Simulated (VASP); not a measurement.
## Rh: equation of state with PBEsol

**The experiment to reproduce.**

“Thermal equation of state of rhodium characterized by XRD in a resistively heated diamond anvil cell”, 2024, pmc:11535440 quotes, for a bulk crystal of Rh: bulk modulus 264 ± 1 GPa.

Rh:

```xyz
1
Lattice="0.0000 1.8897 1.8897 1.8897 0.0000 1.8897 1.8897 1.8897 0.0000" Properties=species:S:1:pos:R:3 pbc="T T T"
Rh    0.0000    0.0000    0.0000
```

```
Program             : VASP 6.6.1
Task                : equation of state
Functional          : PBEsol
Potentials or basis : VASP PAW PBE potentials, release 64 (Rh_pv)
Cutoff              : 520 eV
k mesh              : 10 × 10 × 10
Occupations         : fermi-dirac, width 0.05 eV
Spin                : no spin polarisation
```

```json
{
  "Equilibrium volume": "13.50 Å³/atom",
  "Bulk modulus": "296 GPa",
  "Pressure derivative of the bulk modulus": "5.1 (rough: it moves with the points fitted)"
}
```

Energy against volume, from the lowest point:
| volume (Å³/atom) | energy (meV/atom) |
| --- | --- |
| 12.956 | 22.40 |
| 13.226 | 5.55 |
| 13.496 | 0.00 |
| 13.765 | 4.47 |
| 14.035 | 17.78 |

All runs of the series together: 36 s on 1 thread of Intel(R) Xeon(R) Platinum 8175M CPU @ 2.50GHz (Skylake/Cascade Lake), with other jobs on the host.

Measured bulk modulus of Rh: 264 GPa (quoted in “Thermal equation of state of rhodium characterized by XRD in a resistively heated diamond anvil cell”, 2024, pmc:11535440). This calculation gives 296 GPa (+12.0 %). The fit is for a static lattice scaled at fixed shape and fixed fractional positions.

Caveat: the PAW data sets were made with another functional, which shifts forces and pressure a little.
